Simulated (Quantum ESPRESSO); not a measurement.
# PbO (Litharge) (P4/nmm) in Quantum ESPRESSO: settings compared, part 3 of 3

Quantum ESPRESSO 7.5. Earlier steps stand in the parts before.

**5. Dielectric tensor, WC**

The input, pw.in:

```
&CONTROL
  calculation = 'scf'
  prefix = 'pwscf'
  outdir = './tmp'
  pseudo_dir = './pseudo'
  tprnfor = .true.
  tstress = .true.
  disk_io = 'low'
/
&SYSTEM
  ibrav = 0
  celldm(1) = 8
  nat = 4
  ntyp = 2
  ecutwfc = 45
  ecutrho = 360
  nbnd = 28
  input_dft = 'wc'
  occupations = 'smearing'
  smearing = 'fd'
  degauss = 0.00367493
/
&ELECTRONS
  conv_thr = 8d-10
  electron_maxstep = 120
  mixing_beta = 0.5
/
ATOMIC_SPECIES
Pb   207.2000 pb_pbe_v1.uspp.F.UPF
O     15.9990 o_pbe_v1.2.uspp.F.UPF
CELL_PARAMETERS alat
  0.9425009046571   0.0000000000000   0.0000000000000
  0.0000000000000   0.9425009046571   0.0000000000000
  0.0000000000000   0.0000000000000   1.1834409855469
ATOMIC_POSITIONS crystal
Pb     0.5000000000    0.0000000000    0.7600000000
Pb     0.0000000000    0.5000000000    0.2400000000
O      0.5000000000    0.5000000000    0.0000000000
O      0.0000000000    0.0000000000    0.0000000000
K_POINTS automatic
6 6 4 1 1 1
```

The input, scf2.in:

```
&CONTROL
  calculation = 'scf'
  prefix = 'pwscf'
  outdir = './tmp'
  pseudo_dir = './pseudo'
  tprnfor = .true.
  tstress = .true.
  disk_io = 'low'
/
&SYSTEM
  ibrav = 0
  celldm(1) = 8
  nat = 4
  ntyp = 2
  ecutwfc = 45
  ecutrho = 360
  nbnd = 28
  input_dft = 'wc'
  occupations = 'fixed'
/
&ELECTRONS
  conv_thr = 1d-13
  electron_maxstep = 120
  mixing_beta = 0.5
  startingpot = 'file'
  startingwfc = 'file'
/
ATOMIC_SPECIES
Pb   207.2000 pb_pbe_v1.uspp.F.UPF
O     15.9990 o_pbe_v1.2.uspp.F.UPF
CELL_PARAMETERS alat
  0.9425009046571   0.0000000000000   0.0000000000000
  0.0000000000000   0.9425009046571   0.0000000000000
  0.0000000000000   0.0000000000000   1.1834409855469
ATOMIC_POSITIONS crystal
Pb     0.5000000000    0.0000000000    0.7600000000
Pb     0.0000000000    0.5000000000    0.2400000000
O      0.5000000000    0.5000000000    0.0000000000
O      0.0000000000    0.0000000000    0.0000000000
K_POINTS automatic
6 6 4 1 1 1
```

The input, ph.in:

```
dielectric of PbO
&INPUTPH
  prefix = 'pwscf'
  outdir = './tmp'
  tr2_ph = 1d-18
  fildyn = 'dyn'
  niter_ph = 90
  alpha_mix(1) = 0.7
  epsil = .true.
  trans = .false.
  zeu = .true.
/
0.0000000000 0.0000000000 0.0000000000
```

Potentials or basis: GBRV 1.5 PBE.

Launch:

```bash
> OMP_NUM_THREADS=1 pw.x -in pw.in > pw.out
> OMP_NUM_THREADS=1 pw.x -in scf2.in > scf2.out
> OMP_NUM_THREADS=1 ph.x -in ph.in > ph.out
```

pw.out:

```text
This program is part of the open-source Quantum ESPRESSO suite
     for quantum simulation of materials; please cite
         "P. Giannozzi et al., J. Phys.:Condens. Matter 21 395502 (2009);
         "P. Giannozzi et al., J. Phys.:Condens. Matter 29 465901 (2017);
         "P. Giannozzi et al., J. Chem. Phys. 152 154105 (2020);
     in publications or presentations arising from this work. More details at

     IMPORTANT: XC functional enforced from input :
     Exchange-correlation= WC
                           (   1   4  11   4   0   0   0)
     Any further DFT definition will be discarded
     Please, verify this is what you really want

     Message from routine setup:
     using ibrav=0 with symmetry is DISCOURAGED, use correct ibrav instead

     G-vector sticks info
     --------------------
     sticks:   dense  smooth     PW     G-vecs:    dense   smooth      PW
     Sum        1617     805    241                62081    21877    3485

     Using Slab Decomposition
[... 295 lines left out ...]
     6.4036   6.6655   7.2678   7.5344  11.3637  11.4305  13.0873  14.0740
    14.1228  15.1563  17.6911  17.6923

     the Fermi energy is     9.2883 ev

!    total energy              =    -392.48966398 Ry
     estimated scf accuracy    <          4.3E-10 Ry
     smearing contrib. (-TS)   =      -0.00000000 Ry
     internal energy E=F+TS    =    -392.48966398 Ry

     The total energy is F=E-TS. E is the sum of the following terms:
     one-electron contribution =    -107.68407242 Ry
     hartree contribution      =      83.25445571 Ry
     xc contribution           =    -140.92204405 Ry
     ewald contribution        =    -227.13800322 Ry

     convergence has been achieved in  12 iterations

     negative rho (up, down):  3.137E-02 0.000E+00

     Forces acting on atoms (cartesian axes, Ry/au):

     atom    1 type  1   force =     0.00000000    0.00000000    0.01162860
     atom    2 type  1   force =     0.00000000    0.00000000   -0.01162860
     atom    3 type  2   force =     0.00000000    0.00000000    0.00000000
     atom    4 type  2   force =     0.00000000    0.00000000    0.00000000

     Total force =     0.016445     Total SCF correction =     0.000137

     Computing stress (Cartesian axis) and pressure

     negative rho (up, down):  3.137E-02 0.000E+00
          total   stress  (Ry/bohr**3)                   (kbar)     P=       -9.92
  -0.00005721   0.00000000   0.00000000           -8.42        0.00        0.00
   0.00000000  -0.00005721   0.00000000            0.00       -8.42        0.00
   0.00000000   0.00000000  -0.00008780            0.00        0.00      -12.92

=------------------------------------------------------------------------------=
   JOB DONE.
=------------------------------------------------------------------------------=
```

Run time: 9.4 min. Hardware: 1 thread of Intel Xeon at 2.50GHz (Skylake/Cascade Lake), shared host; peak memory 0.27 GiB.

What came out:

- Free energy: -5340.0939 eV
- Pressure: -1.0 GPa
- Largest force: 0.298 eV/Å
- Electronic dielectric tensor (diagonal): 6.99, 6.99, 6.39
- Born charges (mean of the diagonal): Pb +2.87; O -2.87 e

Forces on the atoms (eV/Å):
```
Pb   0.000  0.000  0.298
Pb   0.000  0.000 -0.298
O    0.000  0.000  0.000
O    0.000  0.000  0.000
```

Electronic dielectric tensor:
```
6.99 0.00 0.00
0.00 6.99 0.00
0.00 0.00 6.39
```

Born effective charge tensors (e):
atom 1, Pb
```
3.15 0.00 0.00
0.00 3.15 0.00
0.00 0.00 2.32
```
atom 2, Pb
```
3.15 0.00 0.00
0.00 3.15 0.00
0.00 0.00 2.32
```
atom 3, O
```
-3.15  0.00  0.00
 0.00 -3.15  0.00
 0.00  0.00 -2.32
```
atom 4, O
```
-3.15  0.00  0.00
 0.00 -3.15  0.00
 0.00  0.00 -2.32
```

Caveat: the potentials were made for another functional, which shifts forces and pressure. The run has no spin-orbit coupling, so splittings on Pb are missing.

**6. Dielectric tensor, BLYP**

Changes to pw.in since step 5:

```diff
@@ -17,3 +17,3 @@
   nbnd = 28
-  input_dft = 'wc'
+  input_dft = 'blyp'
   occupations = 'smearing'
```

Changes to scf2.in since step 5:

```diff
@@ -17,3 +17,3 @@
   nbnd = 28
-  input_dft = 'wc'
+  input_dft = 'blyp'
   occupations = 'fixed'
```

ph.in is that of step 5.

Potentials or basis: GBRV 1.5 PBE.

Launch:

```bash
> OMP_NUM_THREADS=1 pw.x -in pw.in > pw.out
> OMP_NUM_THREADS=1 pw.x -in scf2.in > scf2.out
> OMP_NUM_THREADS=1 ph.x -in ph.in > ph.out
```

pw.out:

```text
This program is part of the open-source Quantum ESPRESSO suite
     for quantum simulation of materials; please cite
         "P. Giannozzi et al., J. Phys.:Condens. Matter 21 395502 (2009);
         "P. Giannozzi et al., J. Phys.:Condens. Matter 29 465901 (2017);
         "P. Giannozzi et al., J. Chem. Phys. 152 154105 (2020);
     in publications or presentations arising from this work. More details at

     IMPORTANT: XC functional enforced from input :
     Exchange-correlation= BLYP
                           (   1   3   1   3   0   0   0)
     Any further DFT definition will be discarded
     Please, verify this is what you really want

     Message from routine setup:
     using ibrav=0 with symmetry is DISCOURAGED, use correct ibrav instead

     G-vector sticks info
     --------------------
     sticks:   dense  smooth     PW     G-vecs:    dense   smooth      PW
     Sum        1617     805    241                62081    21877    3485

     Using Slab Decomposition

[... 335 lines left out ...]
     6.9375   7.1964   7.8342   8.0886  12.0484  12.1002  13.7613  14.7134
    14.8093  15.7898  16.9110  16.9126

     the Fermi energy is     9.8902 ev

!    total energy              =    -392.05480152 Ry
     estimated scf accuracy    <          3.4E-10 Ry
     smearing contrib. (-TS)   =      -0.00000000 Ry
     internal energy E=F+TS    =    -392.05480152 Ry

     The total energy is F=E-TS. E is the sum of the following terms:
     one-electron contribution =    -108.10754466 Ry
     hartree contribution      =      83.81439046 Ry
     xc contribution           =    -140.62364410 Ry
     ewald contribution        =    -227.13800322 Ry

     convergence has been achieved in  17 iterations

     negative rho (up, down):  3.043E-02 0.000E+00

     Forces acting on atoms (cartesian axes, Ry/au):

     atom    1 type  1   force =     0.00000000    0.00000000   -0.00923542
     atom    2 type  1   force =     0.00000000    0.00000000    0.00923542
     atom    3 type  2   force =     0.00000000    0.00000000    0.00000000
     atom    4 type  2   force =     0.00000000    0.00000000    0.00000000

     Total force =     0.013061     Total SCF correction =     0.000131

     Computing stress (Cartesian axis) and pressure

     negative rho (up, down):  3.043E-02 0.000E+00
          total   stress  (Ry/bohr**3)                   (kbar)     P=       65.32
   0.00048813   0.00000000   0.00000000           71.81        0.00        0.00
   0.00000000   0.00048813   0.00000000            0.00       71.81        0.00
   0.00000000   0.00000000   0.00035576            0.00        0.00       52.33

=------------------------------------------------------------------------------=
   JOB DONE.
=------------------------------------------------------------------------------=
```

ph.out:

```text
This program is part of the open-source Quantum ESPRESSO suite
     for quantum simulation of materials; please cite
         "P. Giannozzi et al., J. Phys.:Condens. Matter 21 395502 (2009);
         "P. Giannozzi et al., J. Phys.:Condens. Matter 29 465901 (2017);
         "P. Giannozzi et al., J. Chem. Phys. 152 154105 (2020);
     in publications or presentations arising from this work. More details at

     IMPORTANT: XC functional enforced from input :
[... 221 lines left out ...]
      E*z (        0.00000        0.00000       -2.25942 )

     INITIALIZATION:

     DIELECTRIC CONSTANT AND EFFECTIVE CHARGES:

      Additional routines

=------------------------------------------------------------------------------=
   JOB DONE.
=------------------------------------------------------------------------------=
```

It took 10 min on 1 thread of Intel Xeon at 2.50GHz (Skylake/Cascade Lake), shared host; peak memory 0.27 GiB.

Results:

```
Free energy                             : -5334.1773 eV
Pressure                                : 6.5 GPa
Largest force                           : 0.236 eV/Å
Electronic dielectric tensor (diagonal) : 6.58, 6.58, 5.96
Born charges (mean of the diagonal)     : Pb +2.84; O -2.84 e
```

Forces on the atoms (eV/Å):
```
Pb   0.000  0.000 -0.236
Pb   0.000  0.000  0.236
O    0.000  0.000  0.000
O    0.000  0.000  0.000
```

Stress tensor (GPa, compression positive):
```
7.18 0.00 0.00
0.00 7.18 0.00
0.00 0.00 5.23
```

Electronic dielectric tensor:
```
6.58 0.00 0.00
0.00 6.58 0.00
0.00 0.00 5.96
```

Born effective charge tensors (e):
atom 1, Pb
```
3.14 0.00 0.00
0.00 3.14 0.00
0.00 0.00 2.26
```
atom 2, Pb
```
3.14 0.00 0.00
0.00 3.14 0.00
0.00 0.00 2.26
```
atom 3, O
```
-3.14  0.00  0.00
 0.00 -3.14  0.00
 0.00  0.00 -2.26
```
atom 4, O
```
-3.14  0.00  0.00
 0.00 -3.14  0.00
 0.00  0.00 -2.26
```

Caveat: the potentials were made for another functional, which shifts forces and pressure; the cell is more than 3 GPa from zero pressure, which shifts response properties. Spin-orbit coupling is left out, which matters for the levels of Pb.

**7. Summary**

| level | potentials or basis | form of the LDA correlation | pressure (GPa) | largest force (eV/Å) |
| --- | --- | --- | --- | --- |
| LDA | GBRV 1.5 LDA | PZ81 | -3.9 | 0.62 |
| PBE | GBRV 1.5 PBE | - | 2.7 | 0.05 |
| PBEsol | GBRV 1.5 PBEsol | - | -1.2 | 0.36 |
| WC | GBRV 1.5 PBE | - | -1.0 | 0.30 |
| BLYP | GBRV 1.5 PBE | - | 6.5 | 0.24 |

Alike in all rows: task dielectric tensor; no spin polarisation; cell as given; k mesh 6 × 6 × 4, shifted; cutoff (eV) 612; smearing fermi-dirac 0.05 eV.

Caveats: the cell is more than 3 GPa from zero pressure, which shifts response properties (some runs); the potentials were made for another functional, which shifts forces and pressure (some runs).

Total energies depend on the potentials used, so only differences within one code and one set of settings carry meaning.
